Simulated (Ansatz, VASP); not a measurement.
NaHF2: VASP beside Ansatz

```
Na H F
1.0
     1.73909    1.00406    4.55441
    -1.73909    1.00406    4.55441
     0.00000   -2.00813    4.55441
Na H F
1 1 2
Direct
  0.00000 0.00000 0.00000
  0.50000 0.50000 0.50000
  0.41647 0.41647 0.41647
  0.58353 0.58353 0.58353
```

Change from the starting cell: z stretched by -0.5 %, x and y held.

Alike in both runs: functional PBEsol; k mesh 8 × 8 × 8; no spin polarisation.

Ansatz relaxed the structure, and its values are those at the end. VASP's run is a single point on that final structure, the one shown.

|  | VASP | Ansatz |
| --- | --- | --- |
| version | VASP 6.6.1 | Ansatz 0.2.0 |
| potentials or method | VASP PAW PBE potentials, release 64 (Na_pv, H, F), cutoff 520 eV | all-electron LAPW, scalar-relativistic |
| occupations | gaussian, width 0.01 eV | fixed |

|  | VASP | Ansatz | Ansatz less VASP |
| --- | --- | --- | --- |
| gap on the k mesh at the Fermi level (eV) | 6.89 | 6.91 | +0.016 |
| pressure (GPa) | 0.2 | 0.3 | +0.05 |
| rms of the force components (eV/Å) | 0.023 | 0.000 | -0.0227 |

Ansatz ran all-electron here, so the differences hold the error of VASP's frozen core and of both bases.

Caveats: the PAW data sets were made with another functional, which shifts forces and pressure a little (VASP). A k mesh can miss the band edges.
